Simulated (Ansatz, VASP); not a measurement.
One calculation of HfO2, two programs

Contents of INCAR:

```
SYSTEM = HfO2
  PREC = Accurate
  ENCUT = 520
  EDIFF = 1E-7
  ISMEAR = 0
  SIGMA = 0.02
  LREAL = .FALSE.
  LASPH = .TRUE.
  NELM = 60
  ALGO = Normal
  ISIF = 2
  LWAVE = .FALSE.
  LCHARG = .FALSE.
  GGA = PE
  NBANDS = 56
```

Contents of KPOINTS:

```
regular mesh
0
G
  4 6 6
  0 0 0
```

File POSCAR:

```
HfO2
1.0
    5.2938029111      0.0000000000      0.0000000000
    0.0000000000      5.0692310538      0.0000000000
    0.0000000000      0.0000000000      5.1009634478
Hf O
4 8
Direct
    0.0326151407      0.2662882067      0.2399856288
    0.4673848593      0.2662882067      0.7399856288
    0.5326151407      0.7337117933      0.2399856288
    0.9673848593      0.7337117933      0.7399856288
    0.3653937409      0.0675958039      0.3831527426
    0.1346062591      0.0675958039      0.8831527426
    0.7291834876      0.4628122413      0.4898616287
    0.7708165124      0.4628122413      0.9898616287
    0.2708165124      0.5371877587      0.9898616287
    0.2291834876      0.5371877587      0.4898616287
    0.8653937409      0.9324041961      0.3831527426
    0.6346062591      0.9324041961      0.8831527426
```

Input for Ansatz:

```yaml
crystal:
  lattice:
    - [5.2938029111, 0.0, 0.0]
    - [0.0, 5.0692310538, 0.0]
    - [0.0, 0.0, 5.1009634478]
  atoms:
    - { symbol: Hf, position: [0.0326151407, 0.2662882067, 0.2399856288] }
    - { symbol: Hf, position: [0.4673848593, 0.2662882067, 0.7399856288] }
    - { symbol: Hf, position: [0.5326151407, 0.7337117933, 0.2399856288] }
    - { symbol: Hf, position: [0.9673848593, 0.7337117933, 0.7399856288] }
    - { symbol: O, position: [0.3653937409, 0.0675958039, 0.3831527426] }
    - { symbol: O, position: [0.1346062591, 0.0675958039, 0.8831527426] }
    - { symbol: O, position: [0.7291834876, 0.4628122413, 0.4898616287] }
    - { symbol: O, position: [0.7708165124, 0.4628122413, 0.9898616287] }
    - { symbol: O, position: [0.2708165124, 0.5371877587, 0.9898616287] }
    - { symbol: O, position: [0.2291834876, 0.5371877587, 0.4898616287] }
    - { symbol: O, position: [0.8653937409, 0.9324041961, 0.3831527426] }
    - { symbol: O, position: [0.6346062591, 0.9324041961, 0.8831527426] }
basis:
  ecutwfc: 420
kpoints:
  mp_grid: { grid: [4, 6, 6] }
  band_path:
    path:
      - [[0.0, 0.0, 0.0], [0.5, 0.0, 0.0], [0.5, 0.5, 0.0], [0.0, 0.5, 0.0], [0.0, 0.0, 0.0], [0.0, 0.0, 0.5], [0.5, 0.0, 0.5], [0.5, 0.5, 0.5], [0.0, 0.5, 0.5], [0.0, 0.0, 0.5]]
      - [[0.5, 0.0, 0.0], [0.5, 0.0, 0.5]]
      - [[0.0, 0.5, 0.0], [0.0, 0.5, 0.5]]
      - [[0.5, 0.5, 0.0], [0.5, 0.5, 0.5]]
    npoints: 10
hamiltonian:
  xc: pbe
scf:
  occupations: { method: gaussian, width: 0.02 }
  n_extra_bands: 30
output:
  forces: true
  stress: true
  eigenvalues: true
  populations: true
  dos: { projected: true, de: 0.02, nscf_kmesh: { grid: [6, 9, 9] } }
  bader: false
  write_density: true
  write_potential: true
  elf: true
  volumetric_format: npy
```

Measurements of this composition are mostly on another form, of space group No. 14.

Alike in both runs: task single point; functional PBE; k mesh 4 × 6 × 6; occupations gaussian, width 0.02 eV; no spin polarisation.

|  | VASP | Ansatz |
| --- | --- | --- |
| version | VASP 6.6.1 | Ansatz 0.2.0 |
| potentials or method | VASP PAW PBE potentials, release 64 (Hf_pv, O) | scalar-relativistic, plane waves, PAW |
| plane-wave cutoff (eV) | 520 | 420 |
| valence electrons in the cell | 88 | 152 |

VASP gave:

| Property | Result |
| --- | --- |
| gap on the k mesh at the Fermi level (eV) | 4.32 |
| least direct gap on the mesh (eV) | 4.57 |
| pressure (GPa) | -3.1 |
| largest component of the traceless stress (GPa) | 0.07 |
| rms of the force components (eV/Å) | 0.026 |

Task: Estimate Ansatz's values.

Result: gap on the k mesh at the Fermi level (eV): 4.37; least direct gap on the mesh (eV): 4.62; pressure (GPa): 0.0; largest component of the traceless stress (GPa): 0.01; rms of the force components (eV/Å): 0.001.

Atom by atom the forces differ by 0.026 eV/Å (rms over components). The two sets of potentials don't hold the same shells in valence.

Caveats: spin-orbit coupling is left out, which moves the levels of the heavy elements. As with any semilocal functional, this PBE gap is likely too small. A k mesh can miss the band edges.
